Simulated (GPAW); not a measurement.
Runs of GPAW 26.7.0 on SnSe2. Symmetry: P-3m1, No. 164, trigonal system. Conventional cell: a = 3.811 Å, b = 3.811 Å, c = 6.136 Å, α = 90.00°, β = 90.00°, γ = 120.00°. Around Sn (site symmetry -3m) lie 6 Se at 2.68 Å. Around Se (site symmetry 3m) lie 3 Sn at 2.68 Å. 

```tsv
task	level	potentials or basis	spin	cell	k mesh	cutoff (eV)	smearing	maxiter	eps inf used	exx fraction	supercell	supercell k mesh	mesh quality	gap on the mesh (eV)	pressure (GPa)
hybrid scf	r2SCAN-EpsX	GPAW PAW data sets (gpaw-data 1.2.1), pw	off	volume scaled by 0.96	4 × 4 × 2	450	fermi-dirac 0.001 eV	40	9.375	0.107	-	-	coarse	1.78	-
one-shot levels on a semilocal density	r2SCAN	GPAW PAW data sets (gpaw-data 1.2.1), pw	off	volume scaled by 0.96	5 × 5 × 3	450	fermi-dirac 0.001 eV	150	9.375	-	-	-	coarse	1.14	-
phonons	PBEint	PAW data sets generated in the run's folder for this functional, pw	off	relaxed	8 × 8 × 5	510	fermi-dirac 0.05 eV	150	-	-	1 × 1 × 1	8 × 8 × 5	not flagged	(a)	0.0
band structure	M06-L	GPAW PAW data sets (gpaw-data 1.2.1), pw	SOC, no magnetisation	as given	6 × 6 × 3	600	fermi-dirac 0.05 eV	150	-	-	-	-	not flagged	1.01	(b)
```

Estimate the missing entries.

(a) 0.67; (b) 4.0.

Caveats: some runs use coarse meshes; the PAW data sets were made with another functional, which shifts forces and pressure a little (some runs); spin-orbit coupling is left out, which moves the levels of the heavy elements (some runs); an odd mesh through Γ misses points on the zone boundary, where band edges often lie (some runs); exact exchange converges slowly with the k mesh, and this mesh is small (some runs); the scaled meta-GGA exchange is a class typed in the script (some runs); energy and the plain gap are those of the semilocal run (some runs); the hybrids' values are one shot on its orbitals and mesh (some runs).

A k mesh can miss the band edges, and rows without SOC leave out spin-orbit coupling on Se, Sn.

Runs at the PBE level aren't shown here.
